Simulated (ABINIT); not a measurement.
# SiC (F-43m): G0W0 on several meshes in ABINIT, part 2 of 2

Wanted: mesh dependence and cost of G0W0 for SiC (F-43m).

ABINIT 10.8.3; LDA and many-body steps on it, plane waves. Known limits of the many-body steps: not at the basis limit.

So far. Step 4 (6×6×6): The gap on the mesh goes from 1.33 eV to 2.23 eV, a correction of +0.90 eV. Step 5 (Empty states on the mesh, 8×8×8 mesh, 116 bands): On this mesh the gap is 1.327 eV.

## (7) 8×8×8

This step: G0W0 on LDA, plane waves, norm-conserving pseudopotentials.

The input, run.abi:

```
acell 3*1.0 Angstrom
rprim 
  -0.000000000000 2.179000000000 2.179000000000
  2.179000000000 -0.000000000000 2.179000000000
  2.179000000000 2.179000000000 -0.000000000000
ntypat 2
znucl 14 6
natom 2
typat 1 2
xred 
  0.000000000000 0.000000000000 0.000000000000
  0.250000000000 0.250000000000 0.250000000000
pp_dirpath "pseudos"
pseudos "Si.upf, C.upf"
ecut 37
ngkpt 8 8 8
nshiftk 1
shiftk 0 0 0
kptopt 1
chksymbreak 0
istwfk *1
occopt 1
irdwfk 1
optdriver 4
nband 108
gwcalctyp 0
ecutsigx 37
symsigma 1
nkptgw 3
kptgw 
  0.0000000000 0.0000000000 0.0000000000
  0.5000000000 0.5000000000 0.0000000000
  0.5000000000 0.0000000000 0.0000000000
bdgw 
  2 8
  3 6
  3 7
ecuteps 7.48
irdscr 1
ppmodel 1
indata_prefix "in"
outdata_prefix "out"
tmpdata_prefix "tmp"
```

Run with:

```
OMP_NUM_THREADS=1 mpirun -n 4 abinit run.abi > log
```

The program printed:

```text
.Version 10.8.3 of ABINIT. v10.8.2 released Aug 2026.

 Symmetries : space group F-4 3 m (#216); Bravais cF (face-center cubic)
[... echo of the input left out ...]
== DATASET  1 ==================================================================
-   mpi_nproc: 4, omp_nthreads: 1 (-1 if OMP is not activated)

--- !DatasetInfo
iteration_state: {dtset: 1, }
dimensions: {natom: 2, nkpt: 29, mband: 108, nsppol: 1, nspinor: 1, nspden: 1, mpw: 1524, }
cutoff_energies: {ecut:  37.0, pawecutdg:  -1.0, }
electrons: {nelect:   8.00000000E+00, charge:   0.00000000E+00, occopt:   1.00000000E+00, tsmear:   1.00000000E-02, }

 SIGMA: Calculation of the GW corrections

 Based on a program developped by R.W. Godby, V. Olevano, G. Onida, and L. Reining.
 Incorporated in ABINIT by V. Olevano, G.-M. Rignanese, and M. Torrent.
.Using double precision arithmetic ; gwpc =  8

[... cell and pseudopotentials left out ...]
--------------------------------------------------------------------------------

 ==== K-mesh for the wavefunctions ====
 Number of points in the irreducible wedge :    29
[... list of points left out ...]
 Together with 24 symmetry operations and time-reversal symmetry
 yields   512 points in the full Brillouin Zone.

 ==== Q-mesh for screening function ====
 Number of points in the irreducible wedge :    29
[... list of points left out ...]
 Together with 24 symmetry operations and time-reversal symmetry
 yields   512 points in the full Brillouin Zone.

 vcoul_init : cutoff-mode = AUXILIARY_FUNCTION
 q-points for optical limit:   1
     1)      0.000010    0.000020    0.000030
 setmesh: FFT mesh size selected  =    32x   32x   32
          total number of points  =        32768

 Number of electrons calculated from density =    8.0000; Expected =    8.0000
[...]
number of plane-waves for wavefunctions          1459
 number of bands                                   108
 number of q-points in IBZ                          29
 number of frequencies                               2
 number of real frequencies                          1
 number of imag frequencies                          1

 matrix elements of self-energy operator (all in [eV])

 Perturbative Calculation

--- !SelfEnergy_ee
iteration_state: {dtset: 1, }
kpoint     : [   0.000,    0.000,    0.000, ]
spin       : 1
KS_gap     :    6.285
QP_gap     :    7.254
Delta_QP_KS:    0.969
data: !SigmaeeData |
     Band     E0 <VxcDFT>   SigX SigC(E0)      Z dSigC/dE  Sig(E)    E-E0       E
        2   7.107 -14.822 -17.509   1.864   0.791  -0.264 -15.474  -0.652   6.455
        3   7.107 -14.822 -17.509   1.864   0.791  -0.264 -15.474  -0.652   6.455
        4   7.107 -14.822 -17.509   1.864   0.791  -0.264 -15.474  -0.652   6.455
[...]
--- !SelfEnergy_ee
iteration_state: {dtset: 1, }
kpoint     : [   0.500,    0.500,    0.000, ]
spin       : 1
KS_gap     :    4.526
QP_gap     :    5.686
Delta_QP_KS:    1.160
data: !SigmaeeData |
     Band     E0 <VxcDFT>   SigX SigC(E0)      Z dSigC/dE  Sig(E)    E-E0       E
[...]
--- !SelfEnergy_ee
iteration_state: {dtset: 1, }
kpoint     : [   0.500,    0.000,    0.000, ]
spin       : 1
KS_gap     :    6.446
QP_gap     :    7.549
Delta_QP_KS:    1.103
data: !SigmaeeData |
     Band     E0 <VxcDFT>   SigX SigC(E0)      Z dSigC/dE  Sig(E)    E-E0       E
[...]
6  14.259 -11.098  -5.468  -5.097   0.809  -0.237 -10.667   0.431  14.690
        7  14.259 -11.098  -5.468  -5.097   0.809  -0.237 -10.667   0.431  14.690

== END DATASET(S) ==============================================================
================================================================================

 -outvars: echo values of variables after computation  --------
           etotal      0.0000000000E+00
            nband         108
             nkpt          29
          spgroup         216
 [... the other variables as echoed above ...]

 Calculation completed.
```

Wall time 27 s (4 MPI ranks of Arm Neoverse V1, shared host); peak memory 1.2 GiB; 1.7 min of CPU time.

Numbers from this step:

* G0W0 gap on the points computed: 2.231 eV
* starting gap on the mesh: 1.327 eV
* k of the valence top: 0, 0, 0
* k of the conduction bottom: 0.5, 0.5, 0
* Z at the valence top: 0.791
* Z at the conduction bottom: 0.819
* least direct G0W0 gap on the computed points: 5.686 eV

Against G0W0 in ABINIT (6×6×6 mesh, 108 bands, screening to 203.5 eV, Godby-Needs plasmon pole), the gap moves by +0.004 eV.

## (8) Empty states on the mesh, 10×10×10 mesh, 116 bands

This step: DFT, LDA, plane waves, norm-conserving pseudopotentials.

The input, run.abi:

```
acell 3*1.0 Angstrom
rprim 
  -0.000000000000 2.179000000000 2.179000000000
  2.179000000000 -0.000000000000 2.179000000000
  2.179000000000 2.179000000000 -0.000000000000
ntypat 2
znucl 14 6
natom 2
typat 1 2
xred 
  0.000000000000 0.000000000000 0.000000000000
  0.250000000000 0.250000000000 0.250000000000
pp_dirpath "pseudos"
pseudos "Si.upf, C.upf"
ecut 37
ngkpt 10 10 10
nshiftk 1
shiftk 0 0 0
kptopt 1
chksymbreak 0
irdden 1
istwfk *1
nband 116
prtvol 0
optdriver 6
gwr_task "HDIAGO"
paral_kgb 0
occopt 1
indata_prefix "in"
outdata_prefix "out"
tmpdata_prefix "tmp"
```

The program printed:

```text
[banner, memory and clock lines left out]
.Version 10.8.3 of ABINIT. v10.8.2 released Aug 2026.

 Symmetries : space group F-4 3 m (#216); Bravais cF (face-center cubic)
[... echo of the input left out ...]
== DATASET  1 ==================================================================
-   mpi_nproc: 4, omp_nthreads: 1 (-1 if OMP is not activated)

--- !DatasetInfo
iteration_state: {dtset: 1, }
dimensions: {natom: 2, nkpt: 47, mband: 116, nsppol: 1, nspinor: 1, nspden: 1, mpw: 1524, }
cutoff_energies: {ecut:  37.0, pawecutdg:  -1.0, }
[...]
Integrated=    8.0000E+00

 === KS gaps after direct diagonalization ===
 Indirect band gap semiconductor
 Fundamental gap:     1.327 (eV)
   VBM:     7.107 (eV) at k: [ 0.0000E+00,  0.0000E+00,  0.0000E+00]
   CBM:     8.434 (eV) at k: [ 5.0000E-01,  5.0000E-01,  0.0000E+00]
 Direct gap:         4.526 (eV) at k: [ 5.0000E-01,  5.0000E-01,  0.0000E+00]

== END DATASET(S) ==============================================================

 -outvars: echo values of variables after computation  --------
           etotal      0.0000000000E+00
            nband         116
             nkpt          47
          spgroup         216
 [... the other variables as echoed above ...]

 Calculation completed.
```

Wall time 40 s (4 MPI ranks); peak memory 0.71 GiB; 2.6 min of CPU time.

This step gave:

```yaml
gap: 1.327 eV
k_of_the_valence_top: 0, 0, 0
k_of_the_conduction_bottom: 0.5, 0.5, 0
least_direct_gap: 4.526 eV
k_points_computed: 47
lowest_point_of_the_top_converged_band_above_the_valence_top: 146.3064 eV
```

On this mesh the gap is 1.327 eV.

## (9) Screening, 10×10×10 mesh, 108 bands, screening to 203.5 eV

This step: RPA screening on LDA, plane waves, norm-conserving pseudopotentials.

run.abi: that of step 8 with these lines changed.

```diff
@@ -20,10 +20,11 @@
 chksymbreak 0
-irdden 1
 istwfk *1
-nband 116
-prtvol 0
-optdriver 6
-gwr_task "HDIAGO"
-paral_kgb 0
 occopt 1
+irdwfk 1
+optdriver 3
+nband 108
+ecuteps 7.48
+inclvkb 2
+awtr 1
+symchi 1
 indata_prefix "in"
```

The program printed:

```text
.Version 10.8.3 of ABINIT. v10.8.2 released Aug 2026.

 Symmetries : space group F-4 3 m (#216); Bravais cF (face-center cubic)
[... echo of the input left out ...]
== DATASET  1 ==================================================================
-   mpi_nproc: 4, omp_nthreads: 1 (-1 if OMP is not activated)

--- !DatasetInfo
iteration_state: {dtset: 1, }
dimensions: {natom: 2, nkpt: 47, mband: 108, nsppol: 1, nspinor: 1, nspden: 1, mpw: 1524, }
cutoff_energies: {ecut:  37.0, pawecutdg:  -1.0, }
[...]
--------------------------------------------------------------------------------
[... chi0 elements left out ...]
 For q-point:  0.000010 0.000020 0.000030
  dielectric constant =   6.6620
  dielectric constant without local fields =   7.2956

  Average fulfillment of the sum rule on Im[epsilon] for q-point    1 :     92.46  [%]
[... wings left out ...]
  q-point number  2        q = ( 0.100000, 0.000000, 0.000000) [r.l.u.]
--------------------------------------------------------------------------------
[... chi0 elements left out ...]
  Average fulfillment of the sum rule on Im[epsilon] for q-point    2 :     96.74  [%]

 [... 45 further q-points ...]
```

Wall time 11 min (4 MPI ranks); peak memory 2 GiB; 45 min of CPU time.

This step gave:

* ε∞ with local fields, on this mesh, along the program's q direction: 6.662
* the same without local fields: 7.296
* plasma frequency: 23.09 eV
* plane waves in the screening matrix: 137

## (10) 10×10×10

This step: G0W0 on LDA, plane waves, norm-conserving pseudopotentials.

run.abi: that of step 9 with these lines changed.

```diff
@@ -23,8 +23,19 @@
 irdwfk 1
-optdriver 3
+optdriver 4
 nband 108
+gwcalctyp 0
+ecutsigx 37
+symsigma 1
+nkptgw 3
+kptgw 
+  0.0000000000 0.0000000000 0.0000000000
+  0.5000000000 0.5000000000 0.0000000000
+  0.5000000000 0.0000000000 0.0000000000
+bdgw 
+  2 8
+  3 6
+  3 7
 ecuteps 7.48
-inclvkb 2
-awtr 1
-symchi 1
+irdscr 1
+ppmodel 1
 indata_prefix "in"
```

The program printed:

```text
.Version 10.8.3 of ABINIT. v10.8.2 released Aug 2026.

 Symmetries : space group F-4 3 m (#216); Bravais cF (face-center cubic)
[... echo of the input left out ...]
== DATASET  1 ==================================================================
-   mpi_nproc: 4, omp_nthreads: 1 (-1 if OMP is not activated)

--- !DatasetInfo
iteration_state: {dtset: 1, }
dimensions: {natom: 2, nkpt: 47, mband: 108, nsppol: 1, nspinor: 1, nspden: 1, mpw: 1524, }
cutoff_energies: {ecut:  37.0, pawecutdg:  -1.0, }
[...]
Band     E0 <VxcDFT>   SigX SigC(E0)      Z dSigC/dE  Sig(E)    E-E0       E
[...]
6  14.259 -11.098  -5.474  -5.091   0.810  -0.235 -10.667   0.431  14.690
        7  14.259 -11.098  -5.474  -5.091   0.810  -0.235 -10.667   0.431  14.690

== END DATASET(S) ==============================================================
================================================================================

 -outvars: echo values of variables after computation  --------
           etotal      0.0000000000E+00
            nband         108
             nkpt          47
          spgroup         216
 [... the other variables as echoed above ...]

 Calculation completed.
```

Elapsed: 43 s, on 4 MPI ranks; peak memory 1.9 GiB.

This step gave:

* G0W0 gap on the points computed: 2.229 eV
* starting gap on the mesh: 1.327 eV
* k of the valence top: 0, 0, 0
* k of the conduction bottom: 0.5, 0.5, 0
* least direct G0W0 gap on the computed points: 5.68 eV

Against G0W0 in ABINIT (6×6×6 mesh, 108 bands, screening to 203.5 eV, Godby-Needs plasmon pole), the gap moves by +0.002 eV.

## (11) Side by side

Times are wall times on 4 MPI ranks of Arm Neoverse V1, shared host. The host was busy with other work, so they are no guide to cost. A run's time includes the screening step that it read.

```tsv
run	mesh	bands	screening cutoff (eV)	DFT gap (eV)	gap on the mesh (eV)	direct (eV)	ε∞ used	time
6×6×6	6×6×6	108	203.5	1.327	2.227	5.683	7.20	54 s
8×8×8	8×8×8	108	203.5	1.327	2.231	5.686	6.77	3.7 min
10×10×10	10×10×10	108	203.5	1.327	2.229	5.680	6.66	12 min
```

## (12) Outcome

| Property | Result |
| --- | --- |
| 6×6×6 | 2.227 eV |
| 8×8×8 | 2.231 eV |
| 10×10×10 | 2.229 eV |
| known limits | not at the basis limit |

8×8×8: +0.004 eV against 6×6×6. 10×10×10: +0.002 eV against 6×6×6. Bands and cutoff are finite, so the gap is not at the basis limit. The miss can reach some tenths of an eV and take either sign; the mesh is an error of its own. In the G0W0 runs levels were corrected at 3 k points alone, so a gap called «on the mesh» is the least over those, and an edge elsewhere would be missed.

[Paths, hosts, dates, memory and timing lines, banners, echoed tables and standing remarks are left out of the program output.]

[Logs are printed without paths, hosts, clocks, repeated set-up lines and the standing remarks that a program may print on its own settings, such as how far it seeks lower states.]

[Runs of the session that timed out or met a known fault of the program may be left out.]

[Hosts, paths, dates, database ids (printed as entryN), source tags and the programs' standing remarks are cut or masked in the printed files.]

[G0W0 gaps are taken among the corrected bands and points alone; a level outside them can change the order at an edge.]

[Where Ansatz stands beside ABINIT at settings called matched, ABINIT's density can come from a denser mesh and the files from another edition; pairs whose starting gaps differed by over 0.03 eV were left out, so agreement reads better than it is.]
